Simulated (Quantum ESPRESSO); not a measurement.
# TiCo (Pm-3m) in Quantum ESPRESSO: reference runs, part 2 of 2

Quantum ESPRESSO 7.5. The steps go on from the part before.

## 3. Single point, PBE, collinear spin, ferromagnetic start (atoms moved at random, drawn with an rms of 0.05 Å)

Input file pw.in:

```
&CONTROL
  calculation = 'scf'
  prefix = 'pwscf'
  outdir = './tmp'
  pseudo_dir = './pseudo'
  tprnfor = .true.
  tstress = .true.
  disk_io = 'nowf'
/
&SYSTEM
  ibrav = 0
  nat = 2
  ntyp = 2
  ecutwfc = 55
  ecutrho = 440
  nbnd = 25
  occupations = 'smearing'
  smearing = 'fd'
  degauss = 0.00367493
  nspin = 2
  starting_magnetization(1) = 0.1176
  starting_magnetization(2) = 0.0833
/
&ELECTRONS
  conv_thr = 4d-10
  electron_maxstep = 120
  mixing_beta = 0.3
/
ATOMIC_SPECIES
Co    58.9332 Co_pbe_v1.2.uspp.F.UPF
Ti    47.8670 ti_pbe_v1.4.uspp.F.UPF
CELL_PARAMETERS angstrom
   2.9861109900    0.0000000000    0.0000000000
   0.0000000000    2.9861109900    0.0000000000
   0.0000000000    0.0000000000    2.9861109900
ATOMIC_POSITIONS crystal
Co     0.5055210000    0.5022710000    0.4966010000
Ti     0.0047930000   -0.0085480000   -0.0036040000
K_POINTS automatic
9 9 9 0 0 0
```

Potentials or basis: SSSP 1.3 efficiency PBE.

On the command line:

```sh
> OMP_NUM_THREADS=1 pw.x -in pw.in > pw.out
```

pw.out:

```text
This program is part of the open-source Quantum ESPRESSO suite
     for quantum simulation of materials; please cite
[... 6 lines left out ...]
     --------------------
     sticks:   dense  smooth     PW     G-vecs:    dense   smooth      PW
     Sum        1109     553    177                28017     9843    1743

     Using Slab Decomposition

     bravais-lattice index     =            0
     lattice parameter (alat)  =       5.6429  a.u.
     unit-cell volume          =     179.6861 (a.u.)^3
     number of atoms/cell      =            2
     number of atomic types    =            2
     number of electrons       =        29.00
     number of Kohn-Sham states=           25
     kinetic-energy cutoff     =      55.0000  Ry
     charge density cutoff     =     440.0000  Ry
     scf convergence threshold =      4.0E-10
     mixing beta               =       0.3000
     number of iterations used =            8  plain     mixing
     Exchange-correlation=  SLA  PW   PBX  PBC
                           (   1   4   3   4   0   0   0)

     celldm(1)=   5.642932  celldm(2)=   0.000000  celldm(3)=   0.000000
     celldm(4)=   0.000000  celldm(5)=   0.000000  celldm(6)=   0.000000

     crystal axes: (cart. coord. in units of alat)
               a(1) = (   1.000000   0.000000   0.000000 )
               a(2) = (   0.000000   1.000000   0.000000 )
               a(3) = (   0.000000   0.000000   1.000000 )

     reciprocal axes: (cart. coord. in units 2 pi/alat)
               b(1) = (  1.000000  0.000000  0.000000 )
               b(2) = (  0.000000  1.000000  0.000000 )
               b(3) = (  0.000000  0.000000  1.000000 )

     PseudoPot. # 1 for Co read from file:
     Co_pbe_v1.2.uspp.F.UPF
     Pseudo is Ultrasoft + core correction, Zval = 17.0
     Generated by new atomic code, or converted to UPF format
     Using radial grid of  863 points,  6 beta functions with:
                l(1) =   0
                l(2) =   0
                l(3) =   1
                l(4) =   1
                l(5) =   2
                l(6) =   2
     Q(r) pseudized with  8 coefficients,  rinner =    1.200   1.200   1.200
                                                       1.200   1.200

     PseudoPot. # 2 for Ti read from file:
     ti_pbe_v1.4.uspp.F.UPF
     Pseudo is Ultrasoft + core correction, Zval = 12.0
     Generated by new atomic code, or converted to UPF format
     Using radial grid of  851 points,  6 beta functions with:
                l(1) =   0
                l(2) =   0
                l(3) =   1
                l(4) =   1
                l(5) =   2
                l(6) =   2
     Q(r) pseudized with  6 coefficients,  rinner =    1.000   1.000   1.000
                                                       1.000   1.000

     atomic species   valence    mass     pseudopotential
     Co               17.00    58.93320     Co( 1.00)
     Ti               12.00    47.86700     Ti( 1.00)

     Starting magnetic structure
     atomic species   magnetization
     Co              0.118
     Ti              0.083

     No symmetry found

   Cartesian axes

     site n.     atom                  positions (alat units)
         1        Co     tau(   1) = (   0.5055210   0.5022710   0.4966010  )
         2        Ti     tau(   2) = (   0.0047930  -0.0085480  -0.0036040  )

     number of k points=   365  Fermi-Dirac smearing, width (Ry)=  0.0037

     Number of k-points >= 100: set verbosity='high' to print them.

     Dense  grid:    28017 G-vectors     FFT dimensions: (  40,  40,  40)

     Smooth grid:     9843 G-vectors     FFT dimensions: (  27,  27,  27)

     Check: negative core charge=   -0.000022
     Generating pointlists ...
     new r_m :   0.3545 (alat units)  2.0002 (a.u.) for type    1
     new r_m :   0.3545 (alat units)  2.0002 (a.u.) for type    2

     Initial potential from superposition of free atoms

     starting charge      26.9999, renormalised to      29.0000

     negative rho (up, down):  7.725E-04 6.544E-04
     Starting wfcs are   23 randomized atomic wfcs +    2 random wfcs

     Self-consistent Calculation

     iteration #  1     ecut=    55.00 Ry     beta= 0.30
     Davidson diagonalization with overlap
     ethr =  1.00E-02,  avg # of iterations =  4.6

     negative rho (up, down):  1.005E-04 1.363E-04

     total energy              =    -402.92781021 Ry
     estimated scf accuracy    <      42.42576941 Ry

     total magnetization       =     0.61 Bohr mag/cell
     absolute magnetization    =     0.62 Bohr mag/cell

     iteration #  2     ecut=    55.00 Ry     beta= 0.30
     Davidson diagonalization with overlap
     ethr =  1.00E-02,  avg # of iterations =  3.0

     negative rho (up, down):  2.014E-04 2.303E-04

     total energy              =    -418.57563707 Ry
     estimated scf accuracy    <      26.24047031 Ry

     total magnetization       =     0.26 Bohr mag/cell
     absolute magnetization    =     0.27 Bohr mag/cell

     iteration #  3     ecut=    55.00 Ry     beta= 0.30
     Davidson diagonalization with overlap
     ethr =  1.00E-02,  avg # of iterations =  2.0

     negative rho (up, down):  2.402E-04 2.858E-04

     total energy              =    -418.63182342 Ry
     estimated scf accuracy    <       8.35960299 Ry

     total magnetization       =     0.20 Bohr mag/cell
     absolute magnetization    =     0.20 Bohr mag/cell

     iteration #  4     ecut=    55.00 Ry     beta= 0.30
     Davidson diagonalization with overlap
     ethr =  1.00E-02,  avg # of iterations =  1.0

     negative rho (up, down):  2.167E-04 2.535E-04

     total energy              =    -418.76032940 Ry
     estimated scf accuracy    <       4.92117579 Ry

     total magnetization       =     0.14 Bohr mag/cell
     absolute magnetization    =     0.16 Bohr mag/cell

     iteration #  5     ecut=    55.00 Ry     beta= 0.30
     Davidson diagonalization with overlap
     ethr =  1.00E-02,  avg # of iterations =  1.0

     negative rho (up, down):  8.952E-04 9.389E-04

     total energy              =    -416.50372769 Ry
     estimated scf accuracy    <       4.63967957 Ry

     total magnetization       =     0.15 Bohr mag/cell
     absolute magnetization    =     0.17 Bohr mag/cell

     iteration #  6     ecut=    55.00 Ry     beta= 0.30
     Davidson diagonalization with overlap
     ethr =  1.00E-02,  avg # of iterations =  2.1

     negative rho (up, down):  9.422E-04 9.847E-04

     total energy              =    -420.38085931 Ry
     estimated scf accuracy    <      42.73983331 Ry

     total magnetization       =     0.12 Bohr mag/cell
     absolute magnetization    =     0.15 Bohr mag/cell
[... 355 lines left out ...]
     total energy              =    -417.79613176 Ry
     estimated scf accuracy    <       0.00000053 Ry

     total magnetization       =     0.76 Bohr mag/cell
     absolute magnetization    =     1.04 Bohr mag/cell

     iteration # 37     ecut=    55.00 Ry     beta= 0.30
     Davidson diagonalization with overlap
     ethr =  1.81E-09,  avg # of iterations =  1.5

     negative rho (up, down):  4.551E-04 4.286E-04

     total energy              =    -417.79613196 Ry
     estimated scf accuracy    <       0.00000003 Ry

     total magnetization       =     0.76 Bohr mag/cell
     absolute magnetization    =     1.04 Bohr mag/cell

     iteration # 38     ecut=    55.00 Ry     beta= 0.30
     Davidson diagonalization with overlap
     ethr =  1.17E-10,  avg # of iterations =  1.5

     negative rho (up, down):  4.550E-04 4.280E-04

     total energy              =    -417.79613198 Ry
     estimated scf accuracy    <       0.00000001 Ry

     total magnetization       =     0.76 Bohr mag/cell
     absolute magnetization    =     1.04 Bohr mag/cell

     iteration # 39     ecut=    55.00 Ry     beta= 0.30
     Davidson diagonalization with overlap
     ethr =  4.09E-11,  avg # of iterations =  1.7

     negative rho (up, down):  4.552E-04 4.279E-04

     total energy              =    -417.79613199 Ry
     estimated scf accuracy    <          3.3E-09 Ry

     total magnetization       =     0.76 Bohr mag/cell
     absolute magnetization    =     1.04 Bohr mag/cell

     iteration # 40     ecut=    55.00 Ry     beta= 0.30
     Davidson diagonalization with overlap
     ethr =  1.15E-11,  avg # of iterations =  2.0

     negative rho (up, down):  4.552E-04 4.280E-04

     Magnetic moment per site  (integrated on atomic sphere of radius R)
     atom   1 (R=0.354)  charge= 15.8144  magn=  0.8976
     atom   2 (R=0.354)  charge=  9.9677  magn= -0.0576

     End of self-consistent calculation

     Number of k-points >= 100: set verbosity='high' to print the bands.

     the Fermi energy is    16.6066 ev

!    total energy              =    -417.79613199 Ry
     estimated scf accuracy    <          2.2E-10 Ry
     smearing contrib. (-TS)   =      -0.00132062 Ry
     internal energy E=F+TS    =    -417.79481137 Ry

     The total energy is F=E-TS. E is the sum of the following terms:
     one-electron contribution =    -212.66828340 Ry
     hartree contribution      =     121.26056870 Ry
     xc contribution           =     -50.70785359 Ry
     ewald contribution        =    -275.67924308 Ry

     total magnetization       =     0.76 Bohr mag/cell
     absolute magnetization    =     1.04 Bohr mag/cell

     convergence has been achieved in  40 iterations

     negative rho (up, down):  4.552E-04 4.280E-04

     Forces acting on atoms (cartesian axes, Ry/au):

     atom    1 type  1   force =    -0.00043255   -0.00627260   -0.00011107
     atom    2 type  2   force =     0.00043255    0.00627260    0.00011107

     Total force =     0.008893     Total SCF correction =     0.000011

     Computing stress (Cartesian axis) and pressure

     negative rho (up, down):  4.552E-04 4.280E-04
          total   stress  (Ry/bohr**3)                   (kbar)     P=       -9.89
  -0.00006652   0.00000013   0.00000000           -9.79        0.02        0.00
   0.00000013  -0.00006861   0.00000004            0.02      -10.09        0.01
   0.00000000   0.00000004  -0.00006649            0.00        0.01       -9.78

=------------------------------------------------------------------------------=
   JOB DONE.
=------------------------------------------------------------------------------=
```

It took 20 min on 1 thread of Arm Neoverse V1, shared host; peak memory 0.47 GiB.

What came out:

| Item | Value |
| --- | --- |
| Free energy | -5684.4060 eV |
| Pressure | -1.0 GPa |
| Largest force | 0.162 eV/Å |
| Band gap on the k mesh | none (metal or under the smearing width) |
| Net moment | 0.76 μB per cell |
| Absolute moment | 1.04 μB per cell |
| Site moments | Co +0.90; Ti -0.06 μB |
| Valence electrons inside the program's atomic spheres | Co 15.81; Ti 9.97 |

Forces on the atoms (eV/Å):
```
Co  -0.011 -0.161 -0.003
Ti   0.011  0.161  0.003
```
